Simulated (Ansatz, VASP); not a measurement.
One calculation of MgO, two programs

The input INCAR:

```
PREC = Accurate
ENCUT = 520
EDIFF = 1E-6
ISMEAR = 0
SIGMA = 0.05
LREAL = False
LASPH = True
NELM = 100
ALGO = Normal
ISIF = 2
LWAVE = False
LCHARG = False
GGA = B5
ALDAX = 1.0
AGGAX = 1.0
AGGAC = 1.0
ALDAC = 0.0
NBANDS = 11
```

KPOINTS

```
regular mesh
0
Gamma
  10 10 10
```

The input POSCAR:

```
MgO
1.0
    0.0000000000      2.1379922211      2.1379922211
    2.1379922211      0.0000000000      2.1379922211
    2.1379922211      2.1379922211      0.0000000000
Mg O
1 1
Direct
    0.0000000000      0.0000000000      0.0000000000
    0.5000000000      0.5000000000      0.5000000000
```

Input for Ansatz:

```yaml
crystal:
  lattice:
    - [0.0, 2.1379922211, 2.1379922211]
    - [2.1379922211, 0.0, 2.1379922211]
    - [2.1379922211, 2.1379922211, 0.0]
  atoms:
    - { symbol: Mg, position: [0.0, 0.0, 0.0] }
    - { symbol: O, position: [0.5, 0.5, 0.5] }
basis:
  ecutwfc: 420
  ecutrho_ratio: 4
kpoints:
  mp_grid: { grid: [10, 10, 10] }
hamiltonian:
  xc: blyp
scf:
  occupations: { method: gaussian, width: 0.05 }
output:
  forces: true
  stress: true
  eigenvalues: true
```

Alike in both runs: task single point; functional BLYP; k mesh 10 × 10 × 10; occupations gaussian, width 0.05 eV; no spin polarisation.

```csv
,VASP,Ansatz
version,VASP 6.6.1,Ansatz 0.2.0
potentials or method,"VASP PAW PBE potentials, release 64 (Mg, O)","scalar-relativistic, plane waves, PAW"
plane-wave cutoff (eV),520,420
valence electrons in the cell,8,16
```

|  | VASP | Ansatz | Ansatz less VASP |
| --- | --- | --- | --- |
| gap on the k mesh at the Fermi level (eV) | 4.58 | 4.59 | +0.007 |
| least direct gap on the mesh (eV) | 4.58 | 4.59 | +0.007 |
| pressure (GPa) | -0.8 | -0.3 | +0.53 |

The two sets of potentials don't hold the same shells in valence.

Caveats: the PAW data sets were made with another functional, which shifts forces and pressure a little (VASP). A hybrid or GW would open this gap; BLYP tends to underestimate it.
